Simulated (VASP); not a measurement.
# RbCl (Fm-3m) in VASP: notebook, part 2 of 2

VASP 6.6.1.

### Step 4. Relaxation of the atoms, PBE (a relaxed cell with its volume scaled by 1.06)

INCAR reads:

```
PREC = Accurate
ENCUT = 300
EDIFF = 1E-7
ISMEAR = 0
SIGMA = 0.03
LREAL = F
LASPH = T
NELM = 80
ALGO = Normal
ISIF = 2
LWAVE = F
LCHARG = F
GGA = PE
IBRION = 2
NSW = 40
EDIFFG = -0.01
```

KPOINTS reads:

```
regular mesh
0
Gamma
  4 4 4
```

POSCAR reads:

```
RbCl                                    
1.0
   -0.0000000000      3.4193181657      3.4193181657
    3.4193181657     -0.0000000000      3.4193181657
    3.4193181657      3.4193181657     -0.0000000000
  Rb              Cl            
     1     1
Direct
     0.0000000000000000    0.0000000000000000    0.0000000000000000
     0.5000000000000000    0.5000000000000000    0.5000000000000000
```

Potentials or basis: VASP PAW PBE potentials, release 64 (Rb_pv, Cl).

Command:

```sh
cat potpaw_PBE.64/Rb_pv/POTCAR potpaw_PBE.64/Cl/POTCAR > POTCAR
mpirun -np 1 vasp_std > vasp.out
```

OUTCAR:

```text
PREC = Accurate
   ENCUT = 300
   EDIFF = 1E-7
   ISMEAR = 0
   LREAL = F
   LASPH = T
   NELM = 80
   ISIF = 2
   GGA = PE
   IBRION = 2
   NSW = 40
   EDIFFG = -0.01

 ion  position               nearest neighbor table
   1  0.000  0.000  0.000-   2 3.42   2 3.42   2 3.42   2 3.42   2 3.42   2 3.42
   2  0.500  0.500  0.500-   1 3.42   1 3.42   1 3.42   1 3.42   1 3.42   1 3.42

  LATTYP: Found a face centered cubic cell.
 ALAT       =     6.8386363314

  Lattice vectors:

 A1 = (   0.0000000000,   3.4193181657,   3.4193181657)
 A2 = (   3.4193181657,   0.0000000000,   3.4193181657)
 A3 = (   3.4193181657,   3.4193181657,   0.0000000000)

Analysis of symmetry for initial positions (statically):
=====================================================================
 Subroutine PRICEL returns:
 Original cell was already a primitive cell.

 Routine SETGRP: Setting up the symmetry group for a
 face centered cubic supercell.

 Subroutine GETGRP returns: Found 48 space group operations
 (whereof 48 operations were pure point group operations)
 out of a pool of 48 trial point group operations.

The static configuration has the point symmetry O_h .

Analysis of symmetry for dynamics (positions and initial velocities):
=====================================================================
 Subroutine PRICEL returns:
 Original cell was already a primitive cell.

 Routine SETGRP: Setting up the symmetry group for a
 face centered cubic supercell.

 Subroutine GETGRP returns: Found 48 space group operations
 (whereof 48 operations were pure point group operations)
 out of a pool of 48 trial point group operations.

The dynamic configuration has the point symmetry O_h .

 Subroutine INISYM returns: Found 48 space group operations
 (whereof 48 operations are pure point group operations),
 and found     1 'primitive' translations

----------------------------------------------------------------------------------------

                                     Primitive cell

  volume of cell :      79.9555

  direct lattice vectors                    reciprocal lattice vectors
     0.000000000  3.419318166  3.419318166    -0.146227983  0.146227983  0.146227983
     3.419318166  0.000000000  3.419318166     0.146227983 -0.146227983  0.146227983
     3.419318166  3.419318166  0.000000000     0.146227983  0.146227983 -0.146227983

  length of vectors
     4.835646124  4.835646124  4.835646124     0.253274297  0.253274297  0.253274297

  position of ions in fractional coordinates (direct lattice)
     0.000000000  0.000000000  0.000000000
     0.500000000  0.500000000  0.500000000

  ion indices of the primitive-cell ions
   primitive index   ion index
                 1           1
                 2           2

----------------------------------------------------------------------------------------

 KPOINTS: regular mesh

Automatic generation of k-mesh.
 Grid dimensions read from file:
 generate k-points for:    4    4    4

 Generating k-lattice:

  Cartesian coordinates                     Fractional coordinates (reciprocal lattice)
    -0.036556996  0.036556996  0.036556996     0.250000000  0.000000000  0.000000000
     0.036556996 -0.036556996  0.036556996     0.000000000  0.250000000  0.000000000
[... 25 lines left out ...]
   total plane-waves  NPLWV =  21952
   dimension x,y,z NGX =    28 NGY =   28 NGZ =   28
   dimension x,y,z NGXF=    56 NGYF=   56 NGZF=   56
   ions per type =               1   1
   NGX,Y,Z   is equivalent  to a cutoff of   9.63,  9.63,  9.63 a.u.
   NGXF,Y,Z  is equivalent  to a cutoff of  19.25, 19.25, 19.25 a.u.
 SYSTEM =  unknown system
   PREC   = accura    normal or accurate (medium, high low for compatibility)
   ISTART =      0    job   : 0-new  1-cont  2-samecut
   ICHARG =      2    charge: 1-file 2-atom 10-const
   ISPIN  =      1    spin polarized calculation?
   LNONCOLLINEAR =      F non collinear calculations
   LSORBIT =      F    spin-orbit coupling
   LASPH  =      T    aspherical Exc in radial PAW
   ENCUT  =  300.0 eV  22.05 Ry    4.70 a.u.   6.83  6.83  6.83*2*pi/ulx,y,z
   NELM   =     80;   NELMIN=  2; NELMDL= -5     # of ELM steps
   EDIFF  = 0.1E-06   stopping-criterion for ELM
   LREAL  =      F    real-space projection
   EDIFFG = -.1E-01   stopping-criterion for IOM
   NSW    =     40    number of steps for IOM
   IBRION =      2    ionic relax: 0-MD 1-quasi-New 2-CG
   NFREE  =      1    steps in history (QN), initial steepest desc. (CG)
   ISIF   =      2    stress and relaxation
   ISYM   =      2    0-nonsym 1-usesym 2-fastsym
   POTIM  = 0.5000    time-step for ionic-motion
   TEBEG  =    0.0;   TEEND  =   0.0 temperature during run
   PSTRESS=    0.0 pullay stress
   NELECT =      14.0000    total number of electrons
   NUPDOWN=      -1.0000    fix difference up-down
   EMIN   =  10.00;   EMAX   =-10.00  energy-range for DOS
   EFERMI =   0.00;   METHOD = LEGACY
   ISMEAR =     0;   SIGMA  =   0.03  broadening in eV -4-tet -1-fermi 0-gaus
   EFERMI_NEDOS =   21; number of points for ismear=-14 and -15
   IALGO  =     38    algorithm
   IMIX   =      4    mixing-type and parameters
     AMIX     =   0.40;   BMIX     =  1.00
     AMIX_MAG =   1.60;   BMIX_MAG =  1.00
  volume/ion in A,a.u.               =      39.98       269.78
  Fermi-wavevector in a.u.,A,eV,Ry     =   0.915872  1.730747 11.412853  0.838821
  Thomas-Fermi vector in A             =   2.040663
   LORBIT       =      0    0 simple, 1 ext, 2 COOP (PROOUT), +10 PAW based schemes
   GGA     = PE    functional components
   LHFCALC =     F    Hartree Fock is set to
   AEXX    =    0.0000 exact exchange contribution
   IVDW    =     0    specifies the selected vdW correction
   LEPSILON=     F    determine dielectric tensor
   LRPA    =     F    only Hartree local field effects (RPA)
 conjugate gradient relaxation of ions
 non-spin polarized calculation
 Gauss-broadening in eV      SIGMA  =   0.03
  energy-cutoff  :      300.00
  volume of cell :       79.96
 maximum number of plane-waves:       960
   NGX = 13   NGY = 13   NGZ = 13

 number of electron      13.9999993 magnetization

 Free energy of the ion-electron system (eV)
  ---------------------------------------------------
  ext. energy  EPLUGINS =         0.00000000
  ---------------------------------------------------
  free energy    TOTEN  =        -6.62832861 eV

  energy without entropy =       -6.62832861  energy(sigma->0) =       -6.62832861

 E-fermi :  -3.3836     XC(G=0):  -6.8678

 val. band max:       -3.5162681859   @ k =   0.0000   0.0000   0.0000
 cond. band min:       1.1192350346   @ k =   0.0000   0.0000   0.0000
 fundamental gap:      4.6355032205
 Fermi energy:        -3.3835511263

 k-point     1 :       0.0000    0.0000    0.0000
  band No.  band energies     occupation
      1     -15.4367      2.00000
      2     -11.7913      2.00000
      3     -11.7913      2.00000
      4     -11.7913      2.00000
      5      -3.5163      2.00000
      6      -3.5163      2.00000
      7      -3.5163      2.00000
      8       1.1192      0.00000
      9       4.3672      0.00000
     10       4.3672      0.00000
     11       4.3672      0.00000
[... 85 lines left out ...]
 k-point     8 :      -0.2500    0.5000    0.2500
  band No.  band energies     occupation
      1     -15.4116      2.00000
      2     -11.9059      2.00000
      3     -11.9059      2.00000
      4     -11.7889      2.00000
      5      -3.8665      2.00000
      6      -3.7525      2.00000
      7      -3.7525      2.00000
      8       3.9652      0.00000
      9       3.9652      0.00000
     10       5.2423      0.00000
     11       5.3192      0.00000

------------------------ aborting loop because EDIFF is reached ----------------------------------------

  FORCE on cell =-STRESS in cart. coord.  units (eV):
  Direction    XX          YY          ZZ          XY          YZ          ZX
  --------------------------------------------------------------------------------------
  -------------------------------------------------------------------------------------
  Total       -0.3691928     -0.3691928     -0.3691928     -0.0000000     -0.0000000      0.0000000
  in kB       -7.3980158     -7.3980158     -7.3980158     -0.0000000     -0.0000000      0.0000000
  external PRESSURE =      -7.3980158 kB  Pullay stress =       0.0000000 kB

 VOLUME and BASIS-vectors are now :
 -----------------------------------------------------------------------------
  energy-cutoff  :      300.00
  volume of cell :       79.96
      direct lattice vectors                 reciprocal lattice vectors
     0.000000000  3.419318166  3.419318166    -0.146227983  0.146227983  0.146227983
     3.419318166  0.000000000  3.419318166     0.146227983 -0.146227983  0.146227983
     3.419318166  3.419318166  0.000000000     0.146227983  0.146227983 -0.146227983

 POSITION                                       TOTAL-FORCE (eV/Angst)
 -----------------------------------------------------------------------------------
      0.00000      0.00000      0.00000         0.000000     -0.000000     -0.000000
      3.41932      3.41932      3.41932        -0.000000      0.000000      0.000000
 -----------------------------------------------------------------------------------
    total drift:                                0.000000      0.000000      0.000000

  FREE ENERGIE OF THE ION-ELECTRON SYSTEM (eV)
  ---------------------------------------------------
  free  energy   TOTEN  =        -6.6283286146 eV

  energy  without entropy=       -6.6283286146  energy(sigma->0) =       -6.62832861

 reached required accuracy - stopping structural energy minimisation
```

Run time: 4.7 s. Hardware: 1 thread of Intel Xeon Platinum 8488C (Sapphire Rapids), shared host; peak memory 0.15 GiB.

Results:

```
Free energy             : -6.6283 eV
Pressure after relaxing : -0.7 GPa
Band gap on the k mesh  : 4.64 eV, direct
```

Final structure:
```
CELL_PARAMETERS angstrom
0.00000 3.41932 3.41932
3.41932 0.00000 3.41932
3.41932 3.41932 0.00000
ATOMIC_POSITIONS crystal
Rb 0.00000 0.00000 0.00000
Cl 0.50000 0.50000 0.50000
```

Caveat: the cutoff is under 1.25 times the usual one of these potentials, so pressure, stress and relaxed cells hold a basis-set (Pulay) error; the relaxation stopped at its first step, so nothing moved.

### Step 5. Overview

| cell | gap on the mesh (eV) | pressure (GPa) |
| --- | --- | --- |
| atoms relaxed from: a relaxed cell with its volume scaled by 1.02 | 4.75 | -0.3 |
| atoms relaxed from: a relaxed cell with its volume scaled by 1.04 | 4.69 | -0.5 |
| atoms relaxed from: a relaxed cell with its volume scaled by 1.06 | 4.64 | -0.7 |

Alike in all rows: task relaxation of the atoms; level PBE; potentials or basis VASP PAW PBE potentials, release 64 (Rb_pv, Cl); no spin polarisation; k mesh 4 × 4 × 4; cutoff (eV) 300; smearing gaussian 0.03 eV.

Caveats: the cutoff is under 1.25 times the usual one of these potentials, so pressure, stress and relaxed cells hold a basis-set (Pulay) error; the relaxation stopped at its first step, so nothing moved.

Total energies depend on the potentials used, so only differences within one code and one set of settings carry meaning.
